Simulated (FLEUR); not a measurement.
**HgSe: equation of state with PBE**

The system is HgSe.

```
Hg Se
1.0
     0.00000    3.03900    3.03900
     3.03900    0.00000    3.03900
     3.03900    3.03900    0.00000
Hg Se
1 1
Direct
  0.00000 0.00000 0.00000
  0.75000 0.75000 0.75000
```

* Program: FLEUR MaX-R8.1 (later development tree)
* Task: equation of state
* Functional: PBE
* Potentials or basis: all-electron
* Basis: FLAPW
* Kmax: 4.5 1/bohr
* k mesh: 8 × 8 × 8
* Occupations: fermi-dirac, width 0.05 eV
* Spin: no spin polarisation

```
Equilibrium volume : 30.73 Å³/atom (rough: see the caveat)
Bulk modulus       : 41 GPa (rough)
```

Energy against volume, from the lowest point:
| volume (Å³/atom) | energy (meV/atom) |
| --- | --- |
| 26.383 | 104.56 |
| 26.944 | 74.65 |
| 28.067 | 31.58 |
| 29.189 | 6.72 |
| 29.751 | 0.00 |

Caveat: the minimum lies outside the volumes run. Spin-orbit coupling is left out, which matters for the levels of Hg.
